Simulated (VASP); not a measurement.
Ga: relaxation of cell and atoms with LDA

Crystal: Ga.

```xyz
1
Lattice="-1.6518 1.6518 1.6518 1.6518 -1.6518 1.6518 1.6518 1.6518 -1.6518" Properties=species:S:1:pos:R:3 pbc="T T T"
Ga    0.0000    0.0000    0.0000
```

The cell was built by a generator and needn't be a form met in nature.

| Quantity | Value |
| --- | --- |
| Program | VASP 6.6.1 |
| Task | relaxation of cell and atoms |
| Functional | LDA |
| Potentials or basis | VASP PAW LDA potentials, release 64 (Ga_d) |
| Cutoff | 600 eV |
| k mesh | 16 × 16 × 16 |
| Occupations | methfessel-paxton, width 0.1 eV |
| Spin | no spin polarisation |
| Further INCAR settings | ALGO = Normal; EDIFF = 1e-06; IBRION = 2; EDIFFG = -0.01; NSW = 90; ISIF = 3 |

| Item | Value |
| --- | --- |
| Relaxed volume | 17.43 Å³/atom |
| Relaxed cell | a = 2.829 Å, b = 2.829 Å, c = 2.829 Å, α = 109.47°, β = 109.47°, γ = 109.47° |
| Space group after relaxing (to 0.05 Å) | Im-3m (No. 229) |
| Energy gained by relaxing | 4.0 meV/atom |
| Ionic steps | 2 |
| Pressure after relaxing | -0.1 GPa |
| Band gap on the k mesh | none (metal or under the smearing width) |

The path:
| step | energy change (eV) | largest force (eV/Å) | pressure (GPa) | volume (Å³) |
| --- | --- | --- | --- | --- |
| 1 | 0.0000 | 0.0000 | -2.05 | 18.03 |
| 2 | -0.0040 | 0.0000 | -0.08 | 17.43 |

Final structure:
```
Ga
1.0
    -1.63340    1.63340    1.63340
     1.63340   -1.63340    1.63340
     1.63340    1.63340   -1.63340
Ga
1
Direct
  0.00000 0.00000 0.00000
```

Levels at points of the mesh, in eV from the Fermi level:
| k point | band 4 | band 5 | band 6 | band 7 | band 8 | band 9 |
| --- | --- | --- | --- | --- | --- | --- |
| (0.00, 0.00, 0.00) | -14.86 | -14.86 | -11.66 | 13.38 | 13.38 | 13.38 |
| (0.50, 0.00, 0.00) | -14.86 | -14.72 | -4.56 | -4.07 | 7.39 | 9.48 |
| (0.50, 0.50, 0.50) | -14.76 | -14.76 | 1.62 | 1.62 | 1.62 | 1.98 |

Run time: 11 s on 1 thread of Intel(R) Xeon(R) 6975P-C (Granite Rapids), with other jobs on the host, peak memory 0.16 GiB.
